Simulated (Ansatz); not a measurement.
**A single-point run on Ga**

One self-consistent run on Ga (a crystal from a database, its volume scaled a little), nothing relaxed, to see gap or metal, charges, bonding, and the stress on the cell.

Program: Ansatz 0.2.0. Level of theory: DFT, r2SCAN, no spin polarisation, plane waves, PAW. These are calculated values, not measurements.

## 1. The cell

The structure is orthorhombic, space group Cmce (No. 64). Conventional cell: a = 4.496 Å, b = 7.610 Å, c = 4.490 Å, α = 90.00°, β = 90.00°, γ = 90.00°. Ga (site symmetry m) has 7 Ga at 2.43 to 2.78 Å as nearest neighbours.

Coordinates:

```cif
data_structure
_symmetry_space_group_name_H-M 'P 1'
_symmetry_Int_Tables_number 1
_cell_length_a 4.4197
_cell_length_b 4.4197
_cell_length_c 4.4904
_cell_angle_alpha 90.000
_cell_angle_beta 90.000
_cell_angle_gamma 118.849
_cell_volume 76.83
loop_
_atom_site_label
_atom_site_type_symbol
_atom_site_fract_x
_atom_site_fract_y
_atom_site_fract_z
_atom_site_occupancy
Ga1 Ga 0.15250 0.84750 0.92150 1
Ga2 Ga 0.34750 0.65250 0.42150 1
Ga3 Ga 0.84750 0.15250 0.07850 1
Ga4 Ga 0.65250 0.34750 0.57850 1
```

It is a restart: the density comes from an earlier run on this cell.

## 2. The calculation

File input.yaml:

```yaml
crystal:
  lattice:
    - [2.248194, 3.805211, 0.0]
    - [2.248194, -3.805211, 0.0]
    - [0.0, 0.0, -4.490416]
  atoms:
    - { symbol: Ga, position: [0.1525, 0.8475, 0.9215] }
    - { symbol: Ga, position: [0.3475, 0.6525, 0.4215] }
    - { symbol: Ga, position: [0.8475, 0.1525, 0.0785] }
    - { symbol: Ga, position: [0.6525, 0.3475, 0.5785] }
  symmetry: { tolerance: 0.0003 }
kpoints:
  mp_grid: { grid: [9, 9, 8], shift: [0, 0, 0] }
  band_path:
    path:
      - [0.0, 0.0, 0.0]
      - [0.5, -0.5, 0.0]
      - [0.66273299, -0.33726701, 0.0]
      - [0.33726701, 0.33726701, 0.0]
      - [0.0, 0.0, 0.0]
      - [0.0, 0.0, -0.5]
      - [0.33726701, 0.33726701, -0.5]
      - [0.66273299, -0.33726701, -0.5]
      - [0.5, -0.5, -0.5]
      - [0.5, -0.5, 0.0]
      - [0.0, 0.0, 0.0]
    npoints: 6
magnetization:
  spin_polarized: false
scf:
  occupations: { method: fermi_dirac }
  lower_state_search: "off"
  max_iter: 200
hamiltonian:
  pseudopotentials: { kind: paw }
  xc: r2scan
basis:
  ecutwfc: 500
  fft_grid_basis: typed
output:
  forces: true
  stress: true
  eigenvalues: true
  bader: true
  populations: true
  elf: true
  write_potential: true
  volumetric_format: npy
  dos:
    e_range: [-12, 8]
    de: 0.05
    projected: { site_lists: { Ga: [Ga] } }
checkpoint:
  read: saved_state
```

The run is started by

```console
$ ansatz run input.yaml --threads 1 --pin off --max-ram 2560MiB --backend cpu --events-out ev --progress --plain --runs-dir out
```

Output, shortened:

```text
Warning: RAYON_NUM_THREADS=1 ignored (pool sized by the plan → 1); use --threads N
[...]
Pseudopotentials: kind: paw
Pseudopotential: Ga, paw, valence charge 13, recommended cutoff 500 eV (meta_gga), Ga.paw.azcp
Functional definition: r2SCAN
[...]
Crystal: 4 atoms, lattice volume = 76.830 Å³
Basis set: ecut = 500 eV, 1949 PW (Γ), exchange–correlation on 144×144×144 points (64 copies of the dense FFT grid, shifted against one another)
Bands: 32, of which v1, the nominal top of the filled ones, is band 26 counted from 1 (25 counted from 0)
Symmetry: 8 space group operations
Space group: Cmce (ITA 64), of the structure as read, at distance tolerance 1.3e-3 Å
k-points: 125 of 648
[...]
SCF iter   1: F=-15161.044953 eV  HF=-15161.043396 eV  |F-HF|=1.56e-3  |Δ(HF+E_count)|=         —  Δρ=1.39e-3  dr2=4.07e-4  dr2_τ=3.68e-5  ethr=9.46e-7  ⟨swp⟩=2.2  Hψ=23992  notcnv=0
[...]
SCF iter   6: F=-15161.045051 eV  HF=-15161.045051 eV  |F-HF|=2.56e-9  |Δ(HF+E_count)|=   4.23e-7  Δρ=6.39e-6  dr2=5.24e-8  dr2_τ=3.55e-10  ethr=1.92e-10  ⟨swp⟩=6.0  Hψ=25656  notcnv=0
[...]
NSCF: frozen V_eff on 61 k-points
SCF converged after 6 iterations
Free energy (F): -15161.045051 eV
[...]
E sigma→0 (E₀):  -15161.031454 eV
Entropy (-TS):   -0.027195 eV (-6.799 meV/atom)
Fermi energy:    9.209404 eV
[...]
--- Forces (eV/Å), atoms counted from 1 ---
  atom   1  Ga     0.00000000     0.46806737     0.15343707
  atom   2  Ga    -0.00000000    -0.46806737     0.15343707
  atom   3  Ga    -0.00000000    -0.46806737    -0.15343707
  atom   4  Ga     0.00000000     0.46806737    -0.15343707
[...]
--- Stress (GPa, compression-positive) ---
       -0.959163       0.000000       0.000000
        0.000000       1.435639       0.000000
        0.000000       0.000000      -0.292489
  P = ⅓ Tr σ = 0.0613 GPa (0.613 kbar)
--- Band table (eV; the first three rows and the last of 125) ---
[...]
--- Löwdin populations: 4 sites ---
  site symbol       q [e]
     0     Ga     12.9802
     1     Ga     12.9802
     2     Ga     12.9802
     3     Ga     12.9802
  spilling = 0.001520 (of n_electrons = 52.000000)
--- Bader charges: 4 sites ---
  site symbol  charge [e]  shift [e]
     0     Ga      0.0000     0.0000
     1     Ga      0.0000     0.0000
     2     Ga      0.0000     0.0000
     3     Ga      0.0000     0.0000
  estimated error of the sums over rays = 2.3e-4 e
```

Run time: 55 s. Hardware: 1 thread of an x86-64 CPU, shared host; peak memory 0.87 GiB.

## 3. Forces on the atoms, stress on the cell

Sizes of the largest forces and where they point against the nearest neighbour:

| atom | force (eV/Å) | nearest | distance (Å) | direction |
| --- | --- | --- | --- | --- |
| Ga1 | 0.493 | Ga3 | 2.43 | away from it |
| Ga3 | 0.493 | Ga1 | 2.43 | away from it |
| Ga2 | 0.493 | Ga4 | 2.43 | away from it |
| Ga4 | 0.493 | Ga2 | 2.43 | away from it |

Principal stresses (compression positive): -0.96, -0.29, 1.44 GPa; their mean, the pressure, is 0.06 GPa.

## 4. Bands along the path

bands.tsv at the labelled points (eV, zero at the Fermi level):

| point | band 26 | band 27 | band 28 | band 29 | band 30 | band 31 |
| --- | --- | --- | --- | --- | --- | --- |
| Γ | -1.05 | 0.93 | 0.98 | 1.20 | 5.53 | 5.77 |
| Y | -1.56 | 1.08 | 1.22 | 3.63 | 3.95 | 4.58 |
| C0 | -0.46 | 0.08 | 1.23 | 2.06 | 2.93 | 4.85 |
| Σ0 | -0.46 | 0.08 | 1.23 | 2.06 | 2.93 | 4.85 |
| Γ | -1.05 | 0.93 | 0.98 | 1.20 | 5.53 | 5.77 |
| Z | 0.02 | 0.12 | 0.12 | 2.31 | 2.31 | 3.99 |
| A0 | -3.92 | 4.34 | 4.34 | 5.41 | 5.41 | 6.03 |
| E0 | -3.92 | 4.34 | 4.34 | 5.41 | 5.41 | 6.03 |
| T | -1.39 | -0.88 | -0.88 | 7.12 | 7.12 | 8.54 |
| Y | -1.56 | 1.08 | 1.22 | 3.63 | 3.95 | 4.58 |
| Γ | -1.05 | 0.93 | 0.98 | 1.20 | 5.53 | 5.77 |

The same bands between the corners:

```
distance (1/Å)  band 28  band 29
          0.00     0.98     1.20
          0.28     2.06     3.79
          0.55     2.43     3.82
          0.83     1.22     3.63
          0.98     1.31     2.54
          1.13     1.59     1.88
          1.28     1.23     2.06
          1.60     1.14     3.04
          1.92     1.14     3.04
          2.24     1.23     2.06
          2.55     1.58     3.30
          2.87     2.20     3.42
          3.18     0.98     1.20
          3.42     1.04     1.73
          3.65     0.95     1.69
          3.88     0.12     2.31
          4.20     2.35     3.02
          4.51     3.39     4.32
          4.82     4.34     5.41
          5.14     1.63     6.85
          5.46     1.63     6.85
          5.78     4.34     5.41
          5.93     2.46     6.39
          6.09     0.60     7.00
          6.24    -0.88     7.12
          6.47     0.27     4.63
          6.70     2.10     2.64
          6.94     1.22     3.63
          7.21     2.43     3.82
          7.49     2.06     3.79
          7.76     0.98     1.20
```

## 5. States by energy

States per cell by energy window, from dos.tsv and pdos.tsv (tetrahedra; eV from the Fermi level):

| from | to | total | Ga s | Ga p |
| --- | --- | --- | --- | --- |
| -4.5 | -4.0 | 0.43 | 0.18 | 0.24 |
| -4.0 | -3.5 | 0.48 | 0.17 | 0.30 |
| -3.5 | -3.0 | 0.70 | 0.20 | 0.49 |
| -3.0 | -2.5 | 0.66 | 0.14 | 0.51 |
| -2.5 | -2.0 | 0.74 | 0.11 | 0.61 |
| -2.0 | -1.5 | 1.00 | 0.12 | 0.87 |
| -1.5 | -1.0 | 0.92 | 0.10 | 0.81 |
| -1.0 | -0.5 | 0.65 | 0.07 | 0.57 |
| -0.5 | 0.0 | 0.41 | 0.06 | 0.34 |
| 0.0 | 0.5 | 0.22 | 0.04 | 0.18 |
| 0.5 | 1.0 | 0.57 | 0.15 | 0.40 |
| 1.0 | 1.5 | 1.04 | 0.35 | 0.64 |
| 1.5 | 2.0 | 0.93 | 0.28 | 0.61 |

## 6. How the electrons are shared

Gathered by element (positive charge: electrons given up): Löwdin charges also hold the electrons that the projection spills.

| element | atoms | Bader charge (e) | Bader volume (Å³) | Löwdin charge (e) |
| --- | --- | --- | --- | --- |
| Ga | 4 | 0.00 | 19.2 | +0.02 |

## 7. Maps of the fields

Maps in the plane spanned by a and b at height 0.421 along c (axes of the input's cell), one cell: a runs left to right (13 points from zero), b bottom to top (13 points), 119° apart. These are the smooth PAW fields, not the true ones near the nuclei.

Valence density. Ten steps from '0' (0.03 e/Å³) to '9' (37.40 e/Å³), finer at the low end (step k begins (100^(k/10) - 1)/99 of the way up):
```
0000001100000
0000122110000
0001365210000
0013896210000
0026983110000
0125632111100
0112211111110
0011111122110
0000001122110
0000001111100
0000000111000
0000000000000
0000000000000
```

ELF. Ten even steps from '0' (0.03) to '9' (0.62):
```
0013444455310
0134333344210
1343201345311
3432000467532
5430002598544
6431025985445
7433459854446
7544698543347
6545785433467
4323554434686
2111344446864
1001245677642
0001356776421
```

Atoms within 0.2 Å of the plane, in fractions of a and b: Ga at (0.35, 0.65).

Scans along the contacts give these minima of the density:

| contact | length (Å) | minimum at (fraction) | density (e/Å³) | ELF |
| --- | --- | --- | --- | --- |
| Ga1–Ga3 | 2.426 | 0.50 | 0.444 | 0.66 |

## 8. What came out

| quantity | value |
| --- | --- |
| largest force | 0.493 eV/Å on Ga |
| pressure | 0.1 GPa |
| character | metal |
| density of states, mean within 0.25 eV of the Fermi level | 0.54 per eV per cell |

In words: The cell is metallic; within 0.25 eV of the Fermi level the density of states averages 0.54 per eV per cell, mostly Ga p (81 %) and Ga s (17 %). At 0.1 GPa the volume is near equilibrium for these atomic positions, and unequal principal stresses would change its shape. The atoms are not at rest: the largest force, 0.49 eV/Å, acts on Ga.
